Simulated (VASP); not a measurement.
# AlN (Cmc2_1) in VASP: further runs

One crystal, AlN, is run at these levels: LDA, PBE; tasks: electrostatic potential, relaxation of cell and atoms.

Program: VASP 6.6.1. These are calculated values, not measurements. Logs are shortened: lines on timing, memory, paths and dates and some standing lists are left out, and cuts for length are marked.

### 1 The structure

The structure is orthorhombic, space group Cmc2_1 (No. 36). The conventional cell has a = 3.156 Å, b = 5.270 Å, c = 5.113 Å, α = 90.00°, β = 90.00°, γ = 90.00°. Al (site symmetry m) has 4 N at 1.89 to 1.93 Å as nearest neighbours. Around N (site symmetry m) lie 4 Al at 1.89 to 1.93 Å.

The cell was built by a generator and isn't the measured one.

### 2 Electrostatic potential, LDA

INCAR reads:

```
SYSTEM = AlN
  ALGO = Normal
  EDIFF = 1E-6
  ENCUT = 520
  GGA = CA
  ISIF = 2
  ISMEAR = 0
  KPAR = 2
  LASPH = .True.
  LCHARG = .True.
  LREAL = .False.
  LVHAR = .True.
  LWAVE = .False.
  NELM = 100
  PREC = Accurate
  SIGMA = 0.02
```

KPOINTS reads:

```
k-points
0
Gamma
  8 5 5
  0 0 0
```

POSCAR reads:

```
AlN                                     
1.0
    3.1561577557      0.0000000000      0.0000000000
    0.0000000000      5.1129755643      0.0000000000
    0.0000000000      0.0000000000      5.2704340428
  Al              N             
     4     4
Direct
     0.0000000000000000    0.9994375226220024    0.3323095955063842
     0.5000000000000000    0.9994375226220024    0.8323095955063842
     0.5000000000000000    0.4994375226220023    0.1676904044936158
     0.0000000000000000    0.4994375226220023    0.6676904044936158
     0.0000000000000000    0.6225624773779975    0.3298075553693750
     0.5000000000000000    0.6225624773779975    0.8298075553693751
     0.5000000000000000    0.1225624773779976    0.1701924446306250
     0.0000000000000000    0.1225624773779976    0.6701924446306249
```

Potentials or basis: VASP PAW LDA potentials, release 64 (Al, N).

Started as:

```console
cat potpaw_LDA.64/Al/POTCAR potpaw_LDA.64/N/POTCAR > POTCAR
mpirun -np 2 vasp_std > vasp.out
```

OUTCAR:

```text
SYSTEM = AlN
   EDIFF = 1E-6
   ENCUT = 520
   GGA = CA
   ISIF = 2
   ISMEAR = 0
   LASPH = .True.
   LREAL = .False.
   NELM = 100
   PREC = Accurate

 ion  position               nearest neighbor table
   1  0.000  0.999  0.332-   8 1.89   7 1.90   7 1.90   5 1.93   2 3.07   2 3.07   2 3.07   2 3.07
                             4 3.11   4 3.11   3 3.13   3 3.13   3 3.13   3 3.13
   2  0.500  0.999  0.832-   7 1.89   8 1.90   8 1.90   6 1.93   1 3.07   1 3.07   1 3.07   1 3.07
                             3 3.11   3 3.11   4 3.13   4 3.13   4 3.13   4 3.13
   3  0.500  0.499  0.168-   6 1.89   5 1.90   5 1.90   7 1.93   4 3.07   4 3.07   4 3.07   4 3.07
                             2 3.11   2 3.11   1 3.13   1 3.13   1 3.13   1 3.13
   4  0.000  0.499  0.668-   5 1.89   6 1.90   6 1.90   8 1.93   3 3.07   3 3.07   3 3.07   3 3.07
                             1 3.11   1 3.11   2 3.13   2 3.13   2 3.13   2 3.13
   5  0.000  0.623  0.330-   4 1.89   3 1.90   3 1.90   1 1.93
   6  0.500  0.623  0.830-   3 1.89   4 1.90   4 1.90   2 1.93
   7  0.500  0.123  0.170-   2 1.89   1 1.90   1 1.90   3 1.93
   8  0.000  0.123  0.670-   1 1.89   2 1.90   2 1.90   4 1.93

  LATTYP: Found a simple orthorhombic cell.
 ALAT       =     3.1561577557
 B/A-ratio  =     1.6200000000
 C/A-ratio  =     1.6698892929

  Lattice vectors:

 A1 = (   3.1561577557,   0.0000000000,   0.0000000000)
 A2 = (   0.0000000000,   5.1129755643,   0.0000000000)
 A3 = (   0.0000000000,   0.0000000000,   5.2704340428)

Analysis of symmetry for initial positions (statically):
=====================================================================
 Subroutine PRICEL returns following result:

  LATTYP: Found a base centered orthorhombic cell.
 ALAT       =     3.1561577557
 B/A-ratio  =     1.6698892929
 C/A-ratio  =     1.6200000000

  Lattice vectors:

 A1 = (   1.5780788778,   0.0000000000,   2.6352170214)
 A2 = (   1.5780788778,   0.0000000000,  -2.6352170214)
 A3 = (   0.0000000000,   5.1129755643,   0.0000000000)

   2 primitive cells build up your supercell.

 Routine SETGRP: Setting up the symmetry group for a
 simple orthorhombic supercell.

 Subroutine GETGRP returns: Found  4 space group operations
 (whereof  2 operations were pure point group operations)
 out of a pool of  8 trial point group operations.

The static configuration has the point symmetry C_1h.
 The point group associated with its full space group is C_2v.

Analysis of symmetry for dynamics (positions and initial velocities):
=====================================================================
 Subroutine PRICEL returns following result:

  LATTYP: Found a base centered orthorhombic cell.
 ALAT       =     3.1561577557
 B/A-ratio  =     1.6698892929
 C/A-ratio  =     1.6200000000

  Lattice vectors:

 A1 = (   1.5780788778,   0.0000000000,   2.6352170214)
 A2 = (   1.5780788778,   0.0000000000,  -2.6352170214)
 A3 = (   0.0000000000,   5.1129755643,   0.0000000000)

   2 primitive cells build up your supercell.

 Routine SETGRP: Setting up the symmetry group for a
 simple orthorhombic supercell.

 Subroutine GETGRP returns: Found  4 space group operations
 (whereof  2 operations were pure point group operations)
 out of a pool of  8 trial point group operations.

The dynamic configuration has the point symmetry C_1h.
 The point group associated with its full space group is C_2v.

 Subroutine INISYM returns: Found  4 space group operations
 (whereof  2 operations are pure point group operations),
 and found     2 'primitive' translations

----------------------------------------------------------------------------------------

                                     Primitive cell

  volume of cell :      42.5254

  direct lattice vectors                    reciprocal lattice vectors
     1.578078878  0.000000000  2.635217021     0.316840943  0.000000000  0.189737694
     1.578078878  0.000000000 -2.635217021     0.316840943  0.000000000 -0.189737694
     0.000000000  5.112975564  0.000000000     0.000000000  0.195580829  0.000000000

  length of vectors
     3.071595952  3.071595952  5.112975564     0.369308239  0.369308239  0.195580829

  position of ions in fractional coordinates (direct lattice)
     0.332309596  0.667690404  0.999437523
     0.667690404  0.332309596  0.499437523
     0.329807555  0.670192445  0.622562477
     0.670192445  0.329807555  0.122562477

  ion indices of the primitive-cell ions
   primitive index   ion index
                 1           1
                 2           4
                 3           5
                 4           8

----------------------------------------------------------------------------------------

 KPOINTS: k-points

Automatic generation of k-mesh.
 Grid dimensions read from file:
 generate k-points for:    8    5    5

 Generating k-lattice:

  Cartesian coordinates                     Fractional coordinates (reciprocal lattice)
     0.039605118  0.000000000  0.000000000     0.125000000  0.000000000  0.000000000
     0.000000000  0.039116166  0.000000000     0.000000000  0.200000000  0.000000000
     0.000000000  0.000000000  0.037947539     0.000000000  0.000000000  0.200000000

  Length of vectors
     0.039605118  0.039116166  0.037947539

  Shift w.r.t. Gamma in fractional coordinates (k-lattice)
     0.000000000  0.000000000  0.000000000

 Subroutine IBZKPT returns following result:
 ===========================================

 Found     45 irreducible k-points:

 Following reciprocal coordinates:
            Coordinates               Weight
  0.000000  0.000000  0.000000      1.000000
  0.125000  0.000000  0.000000      2.000000
  0.250000  0.000000  0.000000      2.000000
  0.375000  0.000000  0.000000      2.000000
  0.500000  0.000000  0.000000      1.000000
  0.000000  0.200000  0.000000      2.000000
[... 16 lines left out ...]
  0.250000  0.200000  0.200000      8.000000
  0.375000  0.200000  0.200000      8.000000
 [... further k-points ...]
   k-points           NKPTS =     45   k-points in BZ     NKDIM =     45   number of bands    NBANDS=     21
   number of dos      NEDOS =    301   number of ions     NIONS =      8
   total plane-waves  NPLWV =  38400
   dimension x,y,z NGX =    24 NGY =   40 NGZ =   40
   dimension x,y,z NGXF=    48 NGYF=   80 NGZF=   80
   ions per type =               4   4
   NGX,Y,Z   is equivalent  to a cutoff of  12.64, 13.01, 12.62 a.u.
   NGXF,Y,Z  is equivalent  to a cutoff of  25.28, 26.01, 25.23 a.u.
 SYSTEM =  AlN
   PREC   = accura    normal or accurate (medium, high low for compatibility)
   ISTART =      0    job   : 0-new  1-cont  2-samecut
   ICHARG =      2    charge: 1-file 2-atom 10-const
   ISPIN  =      1    spin polarized calculation?
   LNONCOLLINEAR =      F non collinear calculations
   LSORBIT =      F    spin-orbit coupling
   LASPH  =      T    aspherical Exc in radial PAW
   ENCUT  =  520.0 eV  38.22 Ry    6.18 a.u.   5.87  9.51  9.80*2*pi/ulx,y,z
   NELM   =    100;   NELMIN=  2; NELMDL= -5     # of ELM steps
   EDIFF  = 0.1E-05   stopping-criterion for ELM
   LREAL  =      F    real-space projection
   EDIFFG = 0.1E-04   stopping-criterion for IOM
   NSW    =      0    number of steps for IOM
   IBRION =     -1    ionic relax: 0-MD 1-quasi-New 2-CG
   NFREE  =      0    steps in history (QN), initial steepest desc. (CG)
   ISIF   =      2    stress and relaxation
   ISYM   =      2    0-nonsym 1-usesym 2-fastsym
   POTIM  = 0.5000    time-step for ionic-motion
   TEBEG  =    0.0;   TEEND  =   0.0 temperature during run
   PSTRESS=    0.0 pullay stress
   NELECT =      32.0000    total number of electrons
   NUPDOWN=      -1.0000    fix difference up-down
   EMIN   =  10.00;   EMAX   =-10.00  energy-range for DOS
   EFERMI =   0.00;   METHOD = LEGACY
   ISMEAR =     0;   SIGMA  =   0.02  broadening in eV -4-tet -1-fermi 0-gaus
   EFERMI_NEDOS =   21; number of points for ismear=-14 and -15
   IALGO  =     38    algorithm
   IMIX   =      4    mixing-type and parameters
     AMIX     =   0.40;   BMIX     =  1.00
     AMIX_MAG =   1.60;   BMIX_MAG =  1.00
  volume/ion in A,a.u.               =      10.63        71.74
  Fermi-wavevector in a.u.,A,eV,Ry     =   1.181858  2.233387 19.004452  1.396788
  Thomas-Fermi vector in A             =   2.318123
   LORBIT       =      0    0 simple, 1 ext, 2 COOP (PROOUT), +10 PAW based schemes
   GGA     = CA    functional components
   LHFCALC =     F    Hartree Fock is set to
   AEXX    =    0.0000 exact exchange contribution
   IVDW    =     0    specifies the selected vdW correction
   LEPSILON=     F    determine dielectric tensor
   LRPA    =     F    only Hartree local field effects (RPA)
 non-spin polarized calculation
 Gauss-broadening in eV      SIGMA  =   0.02
  energy-cutoff  :      520.00
  volume of cell :       85.05
 maximum number of plane-waves:      2316
 NGX is ok and might be reduce to    24
   NGX = 11   NGY = 19   NGZ = 19

 number of electron      31.9999997 magnetization

 Free energy of the ion-electron system (eV)
  ---------------------------------------------------
  ext. energy  EPLUGINS =         0.00000000
  ---------------------------------------------------
  free energy    TOTEN  =       -65.52669684 eV

  energy without entropy =      -65.52669684  energy(sigma->0) =      -65.52669684

 E-fermi :   5.8131     XC(G=0): -11.1696

 val. band max:        5.7031267389   @ k =   0.0000   0.0000   0.0000
 cond. band min:       9.7303606487   @ k =   0.0000   0.0000   0.0000
 fundamental gap:      4.0272339097
 Fermi energy:         5.8130854744

 k-point     1 :       0.0000    0.0000    0.0000
  band No.  band energies     occupation
      1      -9.1980      2.00000
      2      -7.1561      2.00000
      3      -7.0904      2.00000
      4      -6.4392      2.00000
      5      -0.3584      2.00000
      6       0.3466      2.00000
[... 13 lines left out ...]
     20      12.3438      0.00000
     21      13.4063      0.00000
[... 529 lines left out ...]
 k-point    24 :       0.3750    0.2000    0.2000
  band No.  band energies     occupation
      1      -7.8027      2.00000
      2      -6.8955      2.00000
      3      -6.7138      2.00000
      4      -6.5391      2.00000
      5       0.5767      2.00000
      6       0.8387      2.00000
[... 13 lines left out ...]
     20      13.2024      0.00000
     21      14.0676      0.00000

 [... further k-points ...]

------------------------ aborting loop because EDIFF is reached ----------------------------------------

  FORCE on cell =-STRESS in cart. coord.  units (eV):
  Direction    XX          YY          ZZ          XY          YZ          ZX
  --------------------------------------------------------------------------------------
  -------------------------------------------------------------------------------------
  Total       -4.6816601     -6.7613970      0.0334045      0.0000000      0.0000000      0.0000000
  in kB      -88.1925012   -127.3703135      0.6292694      0.0000000      0.0000000      0.0000000
  external PRESSURE =     -71.6445151 kB  Pullay stress =       0.0000000 kB

 VOLUME and BASIS-vectors are now :
 -----------------------------------------------------------------------------
  energy-cutoff  :      520.00
  volume of cell :       85.05
      direct lattice vectors                 reciprocal lattice vectors
     3.156157756  0.000000000  0.000000000     0.316840943  0.000000000  0.000000000
     0.000000000  5.112975564  0.000000000     0.000000000  0.195580829  0.000000000
     0.000000000  0.000000000  5.270434043     0.000000000  0.000000000  0.189737694

 POSITION                                       TOTAL-FORCE (eV/Angst)
 -----------------------------------------------------------------------------------
      0.00000      5.11010      1.75142         0.000000      0.000554     -0.002274
      1.57808      5.11010      4.38663         0.000000      0.000554     -0.002274
      1.57808      2.55361      0.88380         0.000000      0.000554      0.002274
      0.00000      2.55361      3.51902         0.000000      0.000554      0.002274
      0.00000      3.18315      1.73823         0.000000     -0.000554     -0.002120
      1.57808      3.18315      4.37345         0.000000     -0.000554     -0.002120
      1.57808      0.62666      0.89699         0.000000     -0.000554      0.002120
      0.00000      0.62666      3.53221         0.000000     -0.000554      0.002120
 -----------------------------------------------------------------------------------
    total drift:                                0.000000     -0.000908     -0.000002

  FREE ENERGIE OF THE ION-ELECTRON SYSTEM (eV)
  ---------------------------------------------------
  free  energy   TOTEN  =       -65.5266968411 eV

  energy  without entropy=      -65.5266968411  energy(sigma->0) =      -65.52669684
```

It took 30 s on 2 MPI ranks of Intel Xeon Platinum 8488C (Sapphire Rapids), shared host; peak memory 0.18 GiB.

Results:

```
Free energy            : -65.5267 eV
Pressure               : -7.2 GPa
Band gap on the k mesh : 4.03 eV
```

Forces in eV/Å, atoms in the order of the input:
```
Al   0.000  0.001 -0.002
Al   0.000  0.001 -0.002
Al   0.000  0.001  0.002
Al   0.000  0.001  0.002
N    0.000 -0.001 -0.002
N    0.000 -0.001 -0.002
N    0.000 -0.001  0.002
N    0.000 -0.001  0.002
```

Levels at points of the mesh, in eV from the valence-band top:
| k point | band 13 | band 14 | band 15 | band 16 | band 17 | band 18 | band 19 | band 20 |
| --- | --- | --- | --- | --- | --- | --- | --- | --- |
| (0.00, 0.00, 0.00) | -0.53 | -0.23 | -0.16 | 0.00 | 4.03 | 5.29 | 5.43 | 6.64 |
| (0.50, 0.00, 0.00) | -1.78 | -1.78 | -1.46 | -1.46 | 5.47 | 5.47 | 7.79 | 7.79 |

### 3 Relaxation of cell and atoms, PBE

This run uses another cell than the first one, of 10.84 Å³/atom, 1.020 times its volume.

INCAR reads:

```
SYSTEM = AlN
PREC     = Accurate       ! precision mode
ENCUT    = 600            ! plane-wave cutoff, eV
EDIFF    = 1E-6           ! SCF threshold, eV
ISMEAR   = 0              ! smearing method
SIGMA    = 0.02           ! smearing width, eV
LREAL    = .FALSE.        ! projectors in reciprocal space
LASPH    = .TRUE.         ! aspherical terms in the spheres
NELM     = 100            ! most SCF steps
ALGO     = Fast           ! electronic algorithm
ISIF     = 3              ! what is computed and relaxed
LWAVE    = .FALSE.        ! write WAVECAR
LCHARG   = .FALSE.        ! write CHGCAR
GGA      = PE             ! functional
IBRION   = 2              ! ionic algorithm
NSW      = 40             ! ionic steps
EDIFFG   = -0.01          ! ionic threshold
LATTICE_CONSTRAINTS= .FALSE. .FALSE. .TRUE.
KPAR     = 8
```

KPOINTS reads:

```
regular mesh
0
G
  8 5 5
  0 0 0
```

POSCAR reads:

```
AlN
1.0
    3.1943307161      0.0000000000      0.0000000000
    0.0000000000      5.1748157601      0.0000000000
    0.0000000000      0.0000000000      5.2459912147
Al N
4 4
Direct
    0.0000000000      0.0000000000      0.3333333333
    0.5000000000      0.0000000000      0.8333333333
    0.5000000000      0.5000000000      0.1666666667
    0.0000000000      0.5000000000      0.6666666667
    0.0000000000      0.6220000000      0.3333333333
    0.5000000000      0.6220000000      0.8333333333
    0.5000000000      0.1220000000      0.1666666667
    0.0000000000      0.1220000000      0.6666666667
```

Potentials or basis: VASP PAW PBE potentials, release 64 (Al, N).

Started as:

```console
cat potpaw_PBE.64/Al/POTCAR potpaw_PBE.64/N/POTCAR > POTCAR
mpirun -np 8 vasp_std > vasp.out
```

Wall time 71 s (8 MPI ranks of Intel Xeon Platinum 8559C (Emerald Rapids), shared host); peak memory 0.28 GiB.

Results (log left out):

- Free energy: -59.4205 eV
- Relaxed volume: 11.03 Å³/atom
- Relaxed cell: a = 3.194 Å, b = 5.175 Å, c = 5.340 Å, α = 90.00°, β = 90.00°, γ = 90.00°
- Space group after relaxing (to 0.05 Å): Cmc2_1 (No. 36)
- Energy gained by relaxing: 8.8 meV/atom
- Ionic steps: 10
- Pressure after relaxing: -6.6 GPa
- Largest force after relaxing: 0.006 eV/Å
- Band gap on the k mesh: 3.70 eV

Forces on the atoms (eV/Å):
```
Al   0.000 -0.001 -0.005
Al   0.000 -0.001 -0.005
Al   0.000 -0.001  0.005
Al   0.000 -0.001  0.005
N    0.000  0.001 -0.006
N    0.000  0.001 -0.006
N    0.000  0.001  0.006
N    0.000  0.001  0.006
```

Stress tensor (GPa, compression positive):
```
 -8.36   0.00   0.00
  0.00 -11.66   0.00
  0.00   0.00   0.08
```

The path:
```csv
step,energy change (eV),largest force (eV/Å),pressure (GPa),volume (Å³)
1,0.0000,0.5679,-3.01,86.72
2,-0.0164,0.4322,-8.91,89.51
3,-0.0688,0.0672,-6.43,88.15
4,-0.0688,0.0584,-6.36,88.12
5,-0.0696,0.0277,-6.56,88.24
6,-0.0697,0.0214,-6.71,88.32
7,-0.0697,0.0198,-6.71,88.32
8,-0.0698,0.0139,-6.73,88.32
9,-0.0700,0.0103,-6.75,88.33
10,-0.0700,0.0060,-6.65,88.27
```

Final structure:
```
Al N
1.0
     3.19433    0.00000    0.00000
     0.00000    5.17482    0.00000
     0.00000    0.00000    5.34021
Al N
4 4
Direct
  0.00000 0.99961 0.33246
  0.50000 0.99961 0.83246
  0.50000 0.49961 0.16754
  0.00000 0.49961 0.66754
  0.00000 0.62239 0.33007
  0.50000 0.62239 0.83007
  0.50000 0.12239 0.16993
  0.00000 0.12239 0.66993
```

Levels at points of the mesh, in eV from the valence-band top:
| k point | band 12 | band 13 | band 14 | band 15 | band 16 | band 17 | band 18 | band 19 | band 20 | band 21 |
| --- | --- | --- | --- | --- | --- | --- | --- | --- | --- | --- |
| (0.00, 0.00, 0.00) | -0.81 | -0.53 | -0.21 | -0.14 | 0.00 | 3.70 | 5.36 | 5.48 | 6.44 | 7.52 |
| (0.50, 0.00, 0.00) | -2.72 | -1.70 | -1.70 | -1.39 | -1.39 | 5.58 | 5.58 | 7.71 | 7.71 | 8.64 |

Expect the measured gap to be larger: semilocal functionals such as PBE lack the derivative discontinuity.

[end of part 1 of 2]
